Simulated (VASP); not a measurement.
Given:

```
CELL_PARAMETERS angstrom
      0.00000     3.14415     3.14415
      3.14415     0.00000     3.14415
      3.14415     3.14415     0.00000
ATOMIC_POSITIONS crystal
  Al 0.00000 0.00000 0.00000
  Sb 0.25000 0.25000 0.25000
```

Calculation: r2SCAN+rVV10, VASP's PBE PAW potentials (set 64) (plane waves; VASP). Run with 520 eV cut-off, 8×8×8 Γ-centred mesh, Gaussian smearing of 0.050 eV, potentials Al Sb.

Problem. Give the stress tensor in GPa (positive for a compressed cell).

Solution. 
```
-2.93   0.00   0.00
 0.00  -2.93   0.00
 0.00   0.00  -2.93
```
The pressure is its mean diagonal, -2.93 GPa.

The compound is AlSb in the zinc blende structure. This cell is one point of a volume scan, at 1.06 of the reference volume.
